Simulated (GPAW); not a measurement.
# CdS (Greenockite) (P6_3mc) in GPAW: notebook

Aim: see how the results for CdS (Greenockite) move with the level of theory and the settings. Levels: BP86, PBE. Tasks: band structure.

Everything below comes from runs of GPAW 26.7.0. Logs are shortened: lines on timing, memory, paths and dates and some standing lists are left out, and cuts for length are marked. The log counts tension as positive stress, the text compression.

**The experiment to reproduce.**

From “Isotope dependence of band-gap energy”, 2008, arxiv:0807.2152, for a bulk crystal of CdS: band gap 2.5809 ± 0.0002 eV.

The runs below are set against these values where they give the same quantity.

### 1 Starting point

Symmetry: P6_3mc, No. 186, hexagonal system. Conventional cell: a = 4.150 Å, b = 4.150 Å, c = 6.737 Å, α = 90.00°, β = 90.00°, γ = 120.00°. Cd (site symmetry 3m) is surrounded by 4 S at 2.53 to 2.54 Å. S (site symmetry 3m) is surrounded by 4 Cd at 2.53 to 2.54 Å.

### 2 Band structure, BP86, spin-orbit coupling, no magnetisation

File run.py:

```python
import numpy as np
from ase.dft.bandgap import bandgap
from ase.io import read, write
from ase.units import GPa
from gpaw import GPAW, PW, setup_paths
from gpaw.spinorbit import soc_eigenstates

setup_paths.insert(0, '.')

atoms = read('CdS.cif')

calc = GPAW(mode=PW(600),
            xc='GGA_X_B88+GGA_C_P86',
            kpts={'size': (5, 5, 3), 'gamma': True},
            occupations={'name': 'fermi-dirac', 'width': 0.05},
            nbands=31,
            convergence={'density': 1e-05, 'energy': 1e-05},
            maxiter=150,
            txt='gpaw.txt')
atoms.calc = calc
energy = atoms.get_potential_energy()
forces = atoms.get_forces()
stress = atoms.get_stress()
calc.write('gs.gpw')
write('result.traj', atoms)
print(f'Energy: {energy:.6f} eV')
print('Forces (eV/A):')
print(forces.round(4))
print('Stress (GPa):', (stress / GPa).round(3))
print('Fermi level:', round(calc.get_fermi_level(), 4), 'eV')
print(f'Gap: {bandgap(calc)[0]:.4f} eV, direct: {bandgap(calc, direct=True)[0]:.4f} eV')

path = atoms.cell.bandpath('GMKGALHA,LM,KH', npoints=100, eps=1e-4)
bs_calc = calc.fixed_density(kpts=path, symmetry='off', nbands=51,
                             convergence={'bands': 'CBM+6.0', 'eigenstates': 1e-6}, txt='bands.txt')
bs = bs_calc.band_structure()
bs.write('bs.json')
print(f'Gap on the path: {bandgap(bs_calc)[0]:.4f} eV')

soc = soc_eigenstates(bs_calc, theta=90, phi=0)
np.savetxt('soc_bands.dat', soc.eigenvalues(), fmt='%.4f')
mesh = soc_eigenstates('gs.gpw', theta=90, phi=0)
np.savetxt('soc_mesh.dat', mesh.eigenvalues(), fmt='%.4f')
print('Fermi level with spin-orbit coupling:', round(mesh.fermi_level, 4), 'eV')
```

File CdS.cif:

```cif
data_CdS
_cell_length_a 4.15000000
_cell_length_b 4.15000000
_cell_length_c 6.73700000
_cell_angle_alpha 90.00000000
_cell_angle_beta 90.00000000
_cell_angle_gamma 120.00000000
_space_group_name_H-M_alt 'P1'
_space_group_name_Hall 'P 1'
_space_group_IT_number 1
loop_
_space_group_symop_operation_xyz
'x,y,z'
loop_
_atom_site_label
_atom_site_type_symbol
_atom_site_symmetry_multiplicity
_atom_site_Wyckoff_symbol
_atom_site_fract_x
_atom_site_fract_y
_atom_site_fract_z
_atom_site_occupancy
Cd1 Cd 1 a 0.6666666667 0.3333333333 0.5000000000 1
Cd2 Cd 1 a 0.3333333333 0.6666666667 0.0000000000 1
S1 S 1 a 0.6666666667 0.3333333333 0.8750000000 1
S2 S 1 a 0.3333333333 0.6666666667 0.3750000000 1
```

Potentials or basis: PAW data sets generated in the run's folder for this functional, pw.

Launch:

```console
$ gpaw-setup -f GGA_X_B88+GGA_C_P86 Cd S
$ OMP_NUM_THREADS=1 python run.py
```

gpaw.txt:

```text
__  _  _
 | _ |_)|_||  |
 |__||  | ||/\| - 26.7.0

Input parameters:
  mode=PW(ecut=600.0),
  convergence={'density': 1e-05, 'energy': 1e-05},
  kpts=MonkhorstPack(size=(5, 5, 3), gamma=True),
  maxiter=150,
  nbands=31,
  occupations=Occupations(name='fermi-dirac', width=0.05),
  xc=XC(name='GGA_X_B88+GGA_C_P86')

Diagonalizing LCAO Hamiltonian
Converting LCAO to pw mode

            S

            Cd
        S

        Cd

Atoms  # Å, Bohr magnetons
|   | symbol |         x |        y |        z |    initial magnetic moments |
|---|--------|-----------|----------|----------|-----------------------------|
| 0 |     Cd |  2.075000 | 1.198002 | 3.368500 | ( 0.0000,  0.0000,  0.0000) |
| 1 |     Cd | -0.000000 | 2.396004 | 0.000000 | ( 0.0000,  0.0000,  0.0000) |
| 2 |      S |  2.075000 | 1.198002 | 5.894875 | ( 0.0000,  0.0000,  0.0000) |
| 3 |      S | -0.000000 | 2.396004 | 2.526375 | ( 0.0000,  0.0000,  0.0000) |

Unit cell  # Å
| periodic |         x |        y |        z |  lengths |     angles |
|----------|-----------|----------|----------|----------|------------|
|      yes |  4.150000 | 0.000000 | 0.000000 | 4.150000 |  90.000000 |
|      yes | -2.075000 | 3.594005 | 0.000000 | 4.150000 |  90.000000 |
|      yes |  0.000000 | 0.000000 | 6.737000 | 6.737000 | 120.000000 |

Number of symmetries: 6
Symmetry operations  # r_c * U_cc + t_c -> r_c
|   | kind |            matrix            |
|---|------|------------------------------|
| 0 |  σ   |  1, 1, 0,  0,-1, 0,  0, 0, 1 |
| 1 |  E   |  1, 0, 0,  0, 1, 0,  0, 0, 1 |
| 2 |  C3  |  0, 1, 0, -1,-1, 0,  0, 0, 1 |
| 3 |  σ   |  0,-1, 0, -1, 0, 0,  0, 0, 1 |
| 4 |  σ   | -1, 0, 0,  1, 1, 0,  0, 0, 1 |
| 5 |  C3  | -1,-1, 0,  1, 0, 0,  0, 0, 1 |

BZ-sampling:
  Number of BZ points: 75
  Number of IBZ points: 12

  Monkhorst-Pack size: [5, 5, 3]
  Monkhorst-Pack shift: [0, 0, 0]

K-points  # in reciprocal-cell coordinates
|     |                                coordinates |     weight |
|-----|--------------------------------------------|------------|
|   0 | (  0.00000000,   0.00000000,   0.00000000) | 0.01333333 |
|   1 | (  0.00000000,   0.00000000,   0.33333333) | 0.02666667 |
|   2 | (  0.20000000,   0.00000000,  -0.33333333) | 0.08000000 |
|   3 | (  0.20000000,   0.00000000,   0.00000000) | 0.08000000 |
|   4 | (  0.20000000,   0.00000000,   0.33333333) | 0.08000000 |
|   5 | (  0.40000000,  -0.20000000,   0.00000000) | 0.08000000 |
|   6 | (  0.40000000,  -0.20000000,   0.33333333) | 0.16000000 |
|   7 | (  0.40000000,   0.00000000,  -0.33333333) | 0.08000000 |
|   8 | (  0.40000000,   0.00000000,   0.00000000) | 0.08000000 |
|   9 | (  0.40000000,   0.00000000,   0.33333333) | 0.08000000 |
| ... |                                            |            |
|  11 | (  0.40000000,   0.40000000,   0.33333333) | 0.16000000 |

Plane wave coefficients: 3372
Cutoff: 600.0 eV

Spin-components: 1 (collinear spins)
Bands:           31
Projectors:      22
Spin-degeneracy: 2
Datatype:        complex128

Parallelization:
  kpt:    1
  domain: 1
  band:   1

Density:
  Valence electrons: 36.0
  Components: 1
  Grid points: [24 24 40]
  Charge: 0.0  # |e|

Potential:
  Grid points: [24 24 40]

species:
  Cd:
    name:    Cadmium
    Z:       48.0
    valence: 12
    core:    36
    charge:  0.0  # [|e|]
    compensation charges:
      type: gauss
      rc: 0.38  # [Å]
      lmax: 2
    cutoffs:
      filter: 2.12  # [Å]
      core: 2.62  # [Å]
    projectors
    | kind |    occ | energy [eV] | rcut [Å] |
    |------|--------|-------------|----------|
    |   5s |  2.000 |      -5.847 |    1.191 |
    |   5p |  0.000 |      -1.277 |    1.228 |
    |   4d | 10.000 |     -11.854 |    1.164 |
    |    s |        |      21.365 |    1.191 |
    |    p |        |      25.934 |    1.228 |
    |    d |        |      15.358 |    1.164 |

    Using partial waves for Cd as LCAO basis

  S:
    name:    Sulfur
    Z:       16.0
    valence: 6
    core:    10
    charge:  0.0  # [|e|]
    compensation charges:
      type: gauss
      rc: 0.24  # [Å]
      lmax: 2
    cutoffs:
      filter: 1.77  # [Å]
      core: 1.66  # [Å]
    projectors
    | kind |    occ | energy [eV] | rcut [Å] |
    |------|--------|-------------|----------|
    |   3s |  2.000 |     -17.353 |    0.974 |
    |   3p |  4.000 |      -7.104 |    0.979 |
    |    s |        |       9.859 |    0.974 |
    |    p |        |      20.108 |    0.979 |
    |    d |        |       0.000 |    0.900 |

    Using partial waves for S as LCAO basis

Reference energy: -326130.766722  # eV

eigensolver:
  PPCG
  Converge bands: occupied
  niter=2

density mixing:
  MSR1-Mixer
  Pratt-step length: 0.05
  Maximum mixing coefficient: 0.75
  Old densities: 10
  SVD Regularization: 0.005
  Good broyden scale: 1.0
  Trust region scale: 1.0
  Backstep threshold: 4.0
  History deletion threshold: 6.0
  Fourier metric: weight=20.0, sigma=0.015

occupation numbers:
  Fermi-Dirac:
    width: 0.0500  # eV

poisson solver:
  ecut: 4800.0  # eV

xc functional:
  name: GGA_X_B88+GGA_C_P86 with 2 nearest neighbor stencil

convergence criteria:
- Maximum integral of absolute [dens]ity change: 1e-05 electrons / valence electron
- Maximum [total energy] change in last 3 cyles: 1e-05 eV / valence electron
- Maximum integral of absolute [eigenst]ate change: 4e-08 eV^2 / valence electron
maximum number of iterations: 150

SCF iterations
|iter     | |      energy | eigst |  dens |
|---------|-|-------------|-------|-------|
|iter:   1| |  -13.223678 | -0.39 |       |
|iter:   2| |  -12.997470 | -2.11 | -1.12 |
|iter:   3| |  -12.204898 | -1.37 | -1.16 |
|iter:   4| |  -12.198621 | -3.24 | -1.74 |
|iter:   5| |  -12.197357 | -3.63 | -2.18 |
|iter:   6| |  -12.197428 | -5.00 | -2.86 |
|iter:   7| |  -12.197439c| -6.21 | -3.53 |
|iter:   8| |  -12.197438c| -7.05 | -4.16 |
|iter:   9| |  -12.197437c| -7.74c| -4.83 |
|iter:  10| |  -12.197437c| -8.26c| -5.37c|

Converged in 10 steps
Energy contributions relative to reference atoms: (reference = -326130.766722)

Energy contributions:
  Kinetic:          37.945669
  Coulomb:         -34.451021
  Zero:              0.253031
  External:          0.000000
  Xc:              -15.945116
  Entropy:          -0.000001
  Spinorbit:         0.000000
  ----------------------------
  Free energy:     -12.197438
  Extrapolated:    -12.197437

dipole moment: (-0.000016, -0.000012, -19.030405)  # |e|*Ang

Fermi level: 3.940
Eigenvalues  # (at kpt = [0.000, 0.000, 0.000])
| band index |      eig [eV] | occ [0-2] |
|------------|---------------|-----------|
|          0 |        -8.964 |     2.000 |
|        ... |               |           |
|         10 |        -3.783 |     2.000 |
|         11 |        -3.451 |     2.000 |
|         12 |        -0.996 |     2.000 |
|         13 |         2.602 |     2.000 |
|         14 |         2.602 |     2.000 |
|         15 |         3.323 |     2.000 |
[... 8 lines left out ...]
|         24 |        10.866 |     0.000 |
|         25 |        11.001 |     0.000 |
|        ... |               |           |
|         30 |        14.878 |     0.000 |

Gap: 1.098 eV
Transition (v -> c):
  (s=0, k=0, n=17, [0.00, 0.00, 0.00]) -> (s=0, k=0, n=18, [0.00, 0.00, 0.00])
No difference between direct/indirect transitions

Forces  # eV/Ang
|        x |       y |        z |
|----------|---------|----------|
|  0.00000 | 0.00000 | -0.06275 |  # Cd   0
|  0.00000 | 0.00000 | -0.06244 |  # Cd   1
| -0.00000 | 0.00000 |  0.06269 |  # S    2
|  0.00000 | 0.00000 |  0.06250 |  # S    3

Stress tensor  # eV/Ang^3
|         x |         y |         z |
|-----------|-----------|-----------|
| -0.011278 |  0.000000 |  0.000000 |
|  0.000000 | -0.011278 |  0.000000 |
|  0.000000 |  0.000000 | -0.015288 |

# Writing to gs.gpw (mode='')
```

Wall time 3.6 min (1 thread of Arm Neoverse V1, shared host); peak memory 0.63 GiB.

Results:

- Free energy: -12.1974 eV
- Pressure: 2.0 GPa
- Largest force: 0.063 eV/Å
- Band gap on the k mesh: 1.08 eV, direct
- Band gap along the path: 1.08 eV, direct

Forces on the atoms (eV/Å):
```
Cd   0.000  0.000 -0.063
Cd   0.000  0.000 -0.062
S    0.000  0.000  0.063
S    0.000  0.000  0.063
```

Levels at the corners of the path, in eV from the valence-band top:
| point | band 34 | band 35 | band 36 | band 37 | band 38 | band 39 |
| --- | --- | --- | --- | --- | --- | --- |
| Γ | -0.02 | 0.00 | 0.00 | 1.08 | 1.08 | 2.69 |
| M | -1.31 | -0.75 | -0.75 | 3.61 | 3.61 | 3.82 |
| K | -1.82 | -1.62 | -1.62 | 4.61 | 4.61 | 4.95 |
| Γ | -0.02 | 0.00 | 0.00 | 1.08 | 1.08 | 2.69 |
| A | -0.39 | -0.39 | -0.39 | 2.74 | 2.74 | 2.74 |
| L | -1.33 | -1.33 | -1.33 | 3.39 | 3.39 | 3.39 |
| H | -1.14 | -1.13 | -1.13 | 4.27 | 4.27 | 4.32 |
| A | -0.39 | -0.39 | -0.39 | 2.74 | 2.74 | 2.74 |
| L | -1.33 | -1.33 | -1.33 | 3.39 | 3.39 | 3.39 |
| M | -1.31 | -0.75 | -0.75 | 3.61 | 3.61 | 3.82 |
| K | -1.82 | -1.62 | -1.62 | 4.61 | 4.61 | 4.95 |
| H | -1.14 | -1.13 | -1.13 | 4.27 | 4.27 | 4.32 |

Caveat: spin-orbit coupling was added after a scalar SCF, so levels and gaps hold it while energy, forces, pressure and moments don't; this program's spin-orbit splittings come out too wide for heavy elements.

(Continued in part 2 of 2.)
